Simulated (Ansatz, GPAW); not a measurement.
## A script for As2Pt (GLLB-SC)

These are simulated results from GPAW 26.7.0, not measurements. The cell began as a measured structure and was relaxed with r2SCAN in plane waves (Ansatz 0.2.0). All runs are without spin polarisation.

Space group Pa-3 (No. 205), cubic; conventional cell a = 6.009 Å, 18.08 Å³ an atom. As has 1 As at 2.41 Å and 3 Pt at 2.51 Å; Pt has 6 As at 2.51 Å.

GLLB-SC is a model potential. Its fundamental gap is the Kohn-Sham gap plus a derivative discontinuity, which the script evaluates at the band edges among the listed k points. Its total energy isn't variational and serves nothing here.

run.py reads:

```python
import json
from ase import Atoms
from gpaw import GPAW, PW, FermiDirac

atoms = Atoms(['As', 'As', 'As', 'As', 'As', 'As', 'As', 'As', 'Pt', 'Pt', 'Pt', 'Pt'],
              cell=[[6.00937975, 0.0, 0.0], [0.0, 6.00937975, 0.0], [0.0, 0.0, 6.00937975]],
              scaled_positions=[[0.384051299, 0.384051299, 0.384051299], [0.115948701, 0.615948701, 0.884051299], [0.884051299, 0.115948701, 0.615948701], [0.615948701, 0.884051299, 0.115948701], [0.615948701, 0.615948701, 0.615948701], [0.884051299, 0.384051299, 0.115948701], [0.115948701, 0.884051299, 0.384051299], [0.384051299, 0.115948701, 0.884051299], [0.0, 0.0, 0.0], [0.5, 0.0, 0.5], [0.5, 0.5, 0.0], [0.0, 0.5, 0.5]],
              pbc=True)
calc = GPAW(mode=PW(400), xc='GLLBSC', kpts={'size': (4, 4, 4), 'gamma': True},
            occupations=FermiDirac(0.02), maxiter=100, legacy_gpaw=True, txt='gpaw.txt')
atoms.calc = calc
res = {'energy': atoms.get_potential_energy(force_consistent=True)}
res['electrons'] = calc.get_number_of_electrons()
res['k'] = calc.get_ibz_k_points().tolist()
res['levels'] = [calc.get_eigenvalues(kpt=i).tolist() for i in range(len(res['k']))]
points = [[0.0, 0.0, 0.0], [0.0, 0.5, 0.0], [0.5, 0.5, 0.0], [0.5, 0.5, 0.5], [0.5, 0.0, 0.0], [0.0, 0.359375, 0.380208]]
bands = calc.fixed_density(kpts=points, symmetry='off', nbands=round(res['electrons']) // 2 + 6, convergence={'bands': -2}, txt='bands.txt')
res['points'] = [bands.get_eigenvalues(kpt=i).tolist() for i in range(len(points))]
homo, lumo = bands.get_homo_lumo()
potential = calc.hamiltonian.xc.response.calculate_discontinuity_potential(homo, lumo)
res['discontinuity'] = bands.hamiltonian.xc.response.calculate_discontinuity(potential)
json.dump(res, open('results.json', 'w'))
print('free energy (eV):', round(res['energy'], 5))
```

Command: `python run.py`. It took 2.4 min on 1 thread of Arm Neoverse V2, with other jobs on the host, peak memory 0.37 GiB.

The log gpaw.txt, trimmed of paths, versions and times, then the last line on the terminal. An iter line gives the energy in eV and the logarithms of the changes of orbitals (plane waves alone) and density (c: converged):

```
___ ___ ___ _ _ _
 |   |   |_  | | | |

 | | | | | . | | | |

 |__ |  _|___|_____|  26.7.0
 |___|_|

Input parameters:
  kpts: {gamma: True,
         size: (4, 4, 4)}
  maxiter: 100
  mode: {ecut: 400.0,
         name: pw}
  occupations: {fixmagmom: False,
                name: fermi-dirac,
                width: 0.02}
  xc: GLLBSC

System changes: positions, numbers, cell, pbc, initial_charges, initial_magmoms

Initialize ...

species:
  As:
    name:    Arsenic
    Z:       33.0
    valence: 5
    core:    28
    charge:  0.0  # [|e|]
    compensation charges:
      type: gauss
      rc: 0.33  # [Å]
      lmax: 2
    cutoffs:
      filter: 1.87  # [Å]
      core: 2.96  # [Å]
    projectors
    | kind |    occ | energy [eV] | rcut [Å] |

    |------|--------|-------------|----------|

    |   4s |  2.000 |     -16.478 |    1.058 |

    |   4p |  3.000 |      -7.456 |    1.058 |

    |    s |        |      10.734 |    1.058 |

    |    p |        |      19.755 |    1.058 |

    |    d |        |       0.000 |    1.058 |

    Using partial waves for As as LCAO basis

  Pt:
    name:    Platinum
    Z:       78.0
    valence: 16
    core:    62
    charge:  0.0  # [|e|]
    compensation charges:
      type: gauss
      rc: 0.41  # [Å]
      lmax: 2
    cutoffs:
      filter: 2.26  # [Å]
      core: 2.26  # [Å]
    projectors
    | kind |    occ | energy [eV] | rcut [Å] |

    |------|--------|-------------|----------|

    |   6s |  1.000 |      -8.677 |    1.307 |

    |   5p |  6.000 |     -58.996 |    1.371 |

    |   6p |  0.000 |      -2.754 |    1.371 |

    |   5d |  9.000 |      -9.406 |    1.307 |

    |    s |        |      18.535 |    1.307 |

    |    d |        |      17.806 |    1.307 |

    Using partial waves for Pt as LCAO basis

Reference energy: -2492624.631997  # eV

Spin-paired calculation

Convergence criteria:
 Maximum [total energy] change in last 3 cyles: 0.0005 eV / valence electron
 Maximum integral of absolute [dens]ity change: 0.0001 electrons / valence electron
 Maximum integral of absolute [eigenst]ate change: 4e-08 eV^2 / valence electron
 Maximum number of scf [iter]ations: 100
 (Square brackets indicate name in SCF output, whereas a 'c' in
 the SCF output indicates the quantity has converged.)

Symmetries present (total): 6

  ( 1  0  0)  ( 0  1  0)  ( 0  0  1)  ( 0  0 -1)  ( 0 -1  0)  (-1  0  0)
  ( 0  1  0)  ( 0  0  1)  ( 1  0  0)  (-1  0  0)  ( 0  0 -1)  ( 0 -1  0)
  ( 0  0  1)  ( 1  0  0)  ( 0  1  0)  ( 0 -1  0)  (-1  0  0)  ( 0  0 -1)

64 k-points: 4 x 4 x 4 Monkhorst-Pack grid + [1/8,1/8,1/8]
14 k-points in the irreducible part of the Brillouin zone
       k-points in crystal coordinates                weights
   0:     0.00000000    0.00000000    0.00000000          1/64
   1:     0.25000000    0.00000000   -0.25000000          6/64
   2:     0.25000000    0.00000000    0.00000000          6/64
   3:     0.25000000    0.25000000   -0.25000000          6/64
   4:     0.25000000    0.25000000    0.00000000          6/64
   5:     0.25000000    0.25000000    0.25000000          2/64
   6:     0.50000000    0.00000000    0.00000000          3/64
   7:     0.50000000    0.00000000    0.25000000          6/64
   8:     0.50000000    0.25000000   -0.25000000          6/64
   9:     0.50000000    0.25000000    0.00000000          6/64
          ...
  13:     0.50000000    0.50000000    0.50000000          1/64

Wave functions: Plane wave expansion
  Cutoff energy: 400.000 eV
  Number of coefficients (min, max): 3911, 3952
  Pulay-stress correction: 0.000000 eV/Ang^3 (de/decut=0.000000)
  Using FFTW library
  ScaLapack parameters: grid=1x1, blocksize=None
  Wavefunction extrapolation:
    Improved wavefunction reuse through dual PAW basis

Occupation numbers: Fermi-Dirac:
  width: 0.0200  # eV

Eigensolver
   Davidson(niter=2)

Densities:
  Coarse grid: 28*28*28 grid
  Fine grid: 56*56*56 grid
  Total Charge: 0.000000

Density mixing:
  Method: separate
  Backend: msr1
  Linear mixing parameter: 0.05
  old densities: 10
  Width of damping distribution: 1.1
  Damping of long wavelength oscillations: 20

Hamiltonian:
  XC and Coulomb potentials evaluated on a 56*56*56 grid
  Using the GLLBSC Exchange-Correlation functional
  External potential:
    NoExternalPotential

XC parameters: GLLBSC functional being used consists of
  -----------------------------------------------------------------------
  | Weight | Module     | Description                                   |

  -----------------------------------------------------------------------
  |  1.000 | SCREENING  | GGA_X_PBE_SOL with 2 nearest neighbor stencil |

  |  1.000 | RESPONSE   | eps=0.0500 eV                                 |

  |  1.000 | XC         | GGA_C_PBE_SOL with 2 nearest neighbor stencil |

  -----------------------------------------------------------------------

Memory estimate:
  Process memory now: 116.61 MiB
  Calculator: 90.09 MiB
    Density: 12.92 MiB
      Arrays: 4.35 MiB
      Localized functions: 5.22 MiB
      Mixer: 3.35 MiB
    Hamiltonian: 2.97 MiB
      Arrays: 2.85 MiB
      XC: 0.00 MiB
      Poisson: 0.00 MiB
      vbar: 0.13 MiB
    Wavefunctions: 74.20 MiB
      Arrays psit_nG: 56.56 MiB
      Eigensolver: 5.03 MiB
      Projections: 2.52 MiB
      Projectors: 8.40 MiB
      PW-descriptor: 1.68 MiB

Total number of cores used: 1

Number of atoms: 12
Number of atomic orbitals: 80
Number of bands in calculation: 67
Number of valence electrons: 104
Bands to converge: occupied

... initialized

Initializing position-dependent things.

Density initialized from atomic densities
Creating initial wave functions:
  67 bands from LCAO basis set

     .--------------.
    /|              |

   / As             |

  /  |              |

 *   | As    As     |

 | Pt|As            |

 |   |         As   |

 |   .--APt---As----.
 |  /              /
 | /       Pt   As/
 |/              /
 Pt-------------*
Positions:
   0 As     2.307910    2.307910    2.307910    ( 0.0000,  0.0000,  0.0000)
   1 As     0.696780    3.701470    5.312600    ( 0.0000,  0.0000,  0.0000)
   2 As     5.312600    0.696780    3.701470    ( 0.0000,  0.0000,  0.0000)
   3 As     3.701470    5.312600    0.696780    ( 0.0000,  0.0000,  0.0000)
   4 As     3.701470    3.701470    3.701470    ( 0.0000,  0.0000,  0.0000)
   5 As     5.312600    2.307910    0.696780    ( 0.0000,  0.0000,  0.0000)
   6 As     0.696780    5.312600    2.307910    ( 0.0000,  0.0000,  0.0000)
   7 As     2.307910    0.696780    5.312600    ( 0.0000,  0.0000,  0.0000)
   8 Pt     0.000000    0.000000    0.000000    ( 0.0000,  0.0000,  0.0000)
   9 Pt     3.004690    0.000000    3.004690    ( 0.0000,  0.0000,  0.0000)
  10 Pt     3.004690    3.004690    0.000000    ( 0.0000,  0.0000,  0.0000)
  11 Pt     0.000000    3.004690    3.004690    ( 0.0000,  0.0000,  0.0000)

Unit cell:
           periodic     x           y           z      points  spacing
  1. axis:    yes    6.009380    0.000000    0.000000    28     0.2146
  2. axis:    yes    0.000000    6.009380    0.000000    28     0.2146
  3. axis:    yes    0.000000    0.000000    6.009380    28     0.2146

  Lengths:   6.009380   6.009380   6.009380
  Angles:   90.000000  90.000000  90.000000

Effective grid spacing dv^(1/3) = 0.2146

iter:   1   -80.636058
iter:   2   -80.010022   -0.86  -1.23
iter:   3   -78.020606   -2.12  -1.28
iter:   4   -76.114616   -2.40  -1.46
iter:   5   -75.495592   -2.81  -1.71
iter:   6   -75.695793   -2.97  -1.91
iter:   7   -75.774102   -3.31  -1.99
iter:   8   -75.806939   -4.18  -2.55
iter:   9   -75.819264c  -4.56  -2.71
iter:  10   -75.822609c  -5.13  -2.89
iter:  11   -75.827380c  -5.59  -3.16
iter:  12   -75.834901c  -5.73  -3.43
iter:  13   -75.834439c  -7.13  -4.31c
iter:  14   -75.834809c  -7.81c -4.74c

Converged after 14 iterations.

Energy contributions relative to reference atoms: (reference = -2492624.631997)

Kinetic:       +282.634762
Potential:     -275.469890
External:        +0.000000
XC:             -82.226246
Entropy (-ST):   -0.000044
Local:           -0.773414
SIC:             +0.000000
--------------------------
Free energy:    -75.834831
Extrapolated:   -75.834809

GLLBSC response reference energy: 7.59061 eV (from HOMO)

Showing only first 2 kpts
 Kpt  Band  Eigenvalues  Occupancy
  0    50      6.85863    2.00000
  0    51      6.85868    2.00000
  0    52      8.31432    0.00000
  0    53      8.31442    0.00000

  1    50      6.93162    2.00000
  1    51      7.51611    1.99997
  1    52      8.63151    0.00000
  1    53      8.79387    0.00000

Fermi level: 7.73648

Gap: 0.283 eV
Transition (v -> c):
  (s=0, k=2, n=51, [0.25, 0.00, 0.00]) -> (s=0, k=13, n=52, [0.50, 0.50, 0.50])
Direct/indirect transitions are different
Direct gap: 0.738 eV
Transition at: (s=0, k=13, n=51, [0.50, 0.50, 0.50])

free energy (eV): -75.83483
```

The gap in the log is over the mesh alone; results.json adds the listed points. GLLB-SC gives a level spacing of 0.01 eV, too small to call a gap (0.004 eV Kohn-Sham over the listed points plus 0.001 eV discontinuity). On the same cell, plane-wave PBE (Ansatz, 4×4×4 k points and the special points) gives a gap of 0.16 eV and r2SCAN a gap of 0.36 eV; on shared hosts these took about 18 and 35 core-seconds on the 12-atom cell, against 140 for the script. Spin-orbit coupling, left out in all these runs, can cut or reorder the gap by tenths of an eV, up to about 1 eV with Pb or Bi.

Spin-orbit coupling is left out, which matters wherever the heavy atoms make up the band edges.
